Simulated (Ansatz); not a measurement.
All-electron card of Fe

```xyz
1
Lattice="2.3678 0.0000 0.0000 0.0000 2.3678 0.0000 0.0000 0.0000 2.3678" Properties=species:S:1:pos:R:3 pbc="T T T"
Fe    0.0000    0.0000    0.0000
```

The structure comes from a relaxation in the same program, started in the sc type, and has space group Pm-3m. Whether it is a known phase or the ground state wasn't checked.

The magnetic state is the one reached from the start moments; no search over orders was made, so it needn't be the ground state.

Levels of theory: DFT, PBE, all-electron LAPW, scalar-relativistic (Ansatz 0.2.0); DFT, PBE, all-electron PAW with datasets made for the crystal, scalar-relativistic (Ansatz 0.2.0).

For LAPW: a Γ-centred 18×18×18 k mesh, Fermi–Dirac smearing of 0.03 eV, basis error target 0.5 meV/atom, spin-polarised from start moments Fe 3 μB. The crystal-made all-electron datasets (AE datasets) take a cutoff of 340 eV at this cell. The Ansatz runs share mesh, smearing and spin set-up. Values come from LAPW unless marked.

```yaml
Pressure_at_this_cell: -0.13 GPa
Band_gap: "none: bands cross the Fermi level, a metal"
Moment_of_the_cell: 2.35 μB
Moments_in_the_spheres: Fe 2.37 μB
Density_of_states_at_the_Fermi_level_0.2_eV_bin: 0.75 states/eV per cell
Contact_hyperfine_fields_crystal-made_datasets: Fe -20.7 T, core polarisation included, positive along the moment of the spin-up electrons
Volume_per_atom: 13.28 Å³
```
